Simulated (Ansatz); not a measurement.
**Cu$_{2}$O: zone-centre modes**

All numbers below come from DFT PBEsol, scalar-relativistic, plane waves, PAW in Ansatz. Settings: plane waves to 420 eV, k-mesh 8×8×8 (Γ-centred), Gaussian smearing 0.05 eV. No spin polarisation.

Reference structure (relaxed at this level):

```
Cu O
1.0
     4.22235    0.00000    0.00000
     0.00000    4.22235    0.00000
     0.00000    0.00000    4.22235
Cu O
4 2
Cartesian
  1.0556 1.0556 1.0556
  1.0556 3.1668 3.1668
  3.1668 3.1668 1.0556
  3.1668 1.0556 3.1668
  0.0000 0.0000 0.0000
  2.1112 2.1112 2.1112
```

Harmonic modes by finite displacements of 0.02 Å, without the LO–TO term.

(1) At this geometry, is the structure stable against these modes?

(2) List the wavenumbers in cm⁻¹.

Answers

(1) Yes: no mode is imaginary beyond 10 cm⁻¹, and only the three translations lie near zero.

(2) 0, 0, 0, 68, 68, 68, 84, 84, 146, 146, 146, 359, 532, 532, 532, 652, 652, 652.

Cost: 1 run of about 2.4 core-minutes, on Arm Neoverse V1 (shared hosts).